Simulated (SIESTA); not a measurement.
V:

```
V
1.0
    -1.51435    1.51435    1.51435
     1.51435   -1.51435    1.51435
     1.51435    1.51435   -1.51435
V
1
Cartesian
  0.0000 0.0000 0.0000
```

| Item | Value |
| --- | --- |
| Program | SIESTA 5.4.2 |
| Task | relaxation of cell and atoms |
| Functional | PBE |
| Potentials or basis | PseudoDojo 0.4 standard (PBE files) |
| Basis | TZDP (energy shift 0.01 Ry) |
| Grid cutoff | 800 Ry |
| Energy shift | 0.01 Ry |
| k mesh | 12 × 12 × 12 |
| Occupations | fermi-dirac, width 0.05 eV |
| Spin | collinear spin, ferromagnetic start |
| Starting moments | [2.0] μB |

At the start: pressure -8.7 GPa; volume 13.89 Å³/atom.

**Question.** Where does the relaxation end?

**Answer.** Over 6 steps the energy falls by 18.5 meV/atom and the volume is 13.23 Å³/atom (-4.7 %); space group Im-3m (No. 229, to 0.05 Å); moment 0.00 μB per cell.

Step by step:
| step | energy change (eV) | largest force (eV/Å) | pressure (GPa) | volume (Å³) |
| --- | --- | --- | --- | --- |
| 1 | 0.0000 | 0.0000 | -8.67 | 13.89 |
| 2 | -0.0014 | 0.0000 | -8.38 | 13.87 |
| 3 | -0.0184 | 0.0000 | 0.62 | 13.19 |
| 4 | -0.0185 | 0.0000 | -0.31 | 13.25 |
| 5 | -0.0185 | 0.0000 | 0.17 | 13.22 |
| 6 | -0.0185 | 0.0000 | -0.09 | 13.23 |

Final structure:
```
V
1.0
    -1.49007    1.49006    1.49006
     1.49006   -1.49007    1.49006
     1.49006    1.49006   -1.49007
V
1
Cartesian
  0.0000 0.0000 0.0000
```

Caveat: semicore shells carry a single zeta, which can move pressures by several GPa and volumes by a few percent; the basis of atomic orbitals isn't converged, which shifts pressures, moduli and gaps.
